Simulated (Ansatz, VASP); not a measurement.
# PtSe2 (Sudovikovite) in VASP and in Ansatz

```
Pt Se
1.0
     3.72866    0.00000    0.00000
    -1.86433    3.22911    0.00000
     0.00000    0.00000    5.27703
Pt Se
1 2
Direct
  0.00000 0.00000 0.00000
  0.33333 0.66667 0.24622
  0.66667 0.33333 0.75378
```

Alike in both runs: task single point; functional PBE; k mesh 6 × 6 × 4; occupations tetrahedron; no spin polarisation.

|  | VASP | Ansatz |
| --- | --- | --- |
| version | VASP 6.6.1 | Ansatz 0.2.0 |
| potentials or method | VASP PAW PBE potentials, release 64 (Pt, Se) | plane waves |
| plane-wave cutoff (eV) | 520 | 420 |
| valence electrons in the cell | 22 | 50 |

|  | VASP | Ansatz | Ansatz less VASP |
| --- | --- | --- | --- |
| pressure (GPa) | 3.8 | 3.8 | +0.03 |
| largest component of the traceless stress (GPa) | 1.06 | 1.06 | 0.000 |
| rms of the force components (eV/Å) | 0.067 | 0.067 | -0.0009 |

Atom by atom the forces differ by 0.001 eV/Å (rms over components). With one functional, cell and mesh, what is left measures potentials, basis and numerics. The two sets of potentials don't hold the same shells in valence. Ansatz warned: «band_table_not_solved_further».

Caveats: tetrahedron occupations give inexact forces and stress in metals. The runs have no spin-orbit coupling, so splittings on Pt are missing.
